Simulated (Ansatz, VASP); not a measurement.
# Two plane-wave programs on Os

```
Os
1.0
     2.75593    0.00000    0.00000
    -1.37796    2.38670    0.00000
     0.00000    0.00000    4.34265
Os
2
Direct
  0.33333 0.66667 0.25000
  0.66667 0.33333 0.75000
```

Alike in both runs: task single point; functional PBE; k mesh 11 × 11 × 6; occupations fermi-dirac, width 0.1 eV; no spin polarisation.

|  | VASP | Ansatz |
| --- | --- | --- |
| version | VASP 6.6.1 | Ansatz 0.2.0 |
| potentials or method | VASP PAW PBE potentials, release 64 (Os) | plane waves (420 eV) with PAW, scalar-relativistic |
| plane-wave cutoff (eV) | 520 | 420 |
| valence electrons in the cell | 16 | 32 |

Ansatz gave:

```
pressure (GPa)                                  : 0.1
largest component of the traceless stress (GPa) : 1.01
```

Q: What did VASP give for the same quantities?

A: Pressure (GPa): 0.0; largest component of the traceless stress (GPa): 0.90.

The functional is the same, so the differences come from potentials, cutoffs and numerics. The two sets of potentials don't hold the same shells in valence.

Spin-orbit coupling is left out, which matters for the levels of Os.
